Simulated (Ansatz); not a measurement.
Reactions of `[CH3][SbH][CH3]`.

Computed with Ansatz on PBE0-D4/def2-TZVP structures; ΔE is electronic, products minus reactants. CBS: MP2 limit from def2 TZ/QZ plus the TZ coupled-cluster correction, frozen cores. This one scheme is used for every species. Functionals use def2-TZVPP. Open shells (•) are unrestricted, without spin–orbit coupling. def2 core potentials past Kr. For K, Sb outer-core shells are correlated without core-valence functions, which leaves a few kJ/mol of doubt a bond. Scalar relativity is left out up to krypton. One conformer a species, not always the lowest.

```tsv
reaction	PBE-D4 (kJ/mol)	ωB97M-V (kJ/mol)
`[CH3][SbH][CH3]` + `C=CN[SiH2]Cl` → `C=CN(C)[SiH2]Cl` + `[CH3][SbH2]`	39	40
`[CH3][SbH][CH3]` + SiH₄ → `[CH3][SbH][SiH3]` + CH₄	-69	-59
`[CH3][SbH][CH3]` + `O[Si]1(F)CO1` → `CO[Si]1(F)CO1` + `[CH3][SbH2]`	75	75
`[CH3][SbH][CH3]` + `BOCN` → `[CH3][SbH][CH2]N` + `BOC`	43	50
`[CH3][SbH][CH3]` + `F[C](F)F`• → `[CH3][Sb][CH3]`• + trifluoromethane	-163	-182
`[CH3][SbH][CH3]` + `[OH][K]` → `C[O][K]` + `[CH3][SbH2]`	64	68
`[CH3][SbH][CH3]` + `BCC(C)=O` → `[BH2][Sb]([CH3])[CH3]` + acetone	1	8
`[CH3][SbH][CH3]` + `[OH]`• → `[CH2][SbH][CH3]`• + H₂O	-75	-60
`[CH3][SbH][CH3]` + `BOC(C)=O` → `[CH3][SbH][C](C)=O` + `BOC`	66	83
`[CH3][SbH][CH3]` + `[SiH3]`• → `[CH3][Sb][CH3]`• + SiH₄	-96	-115
```

Task: Give the CCSD(T)/CBS values in the same order. (An estimate is asked.)

Result: Ansatz gave: 46, -59, 84, 47, -177, 81, -1, -69, 78, -105 kJ/mol.

Largest T1 diagnostic: 0.015, for `[CH3][SbH][C](C)=O`.
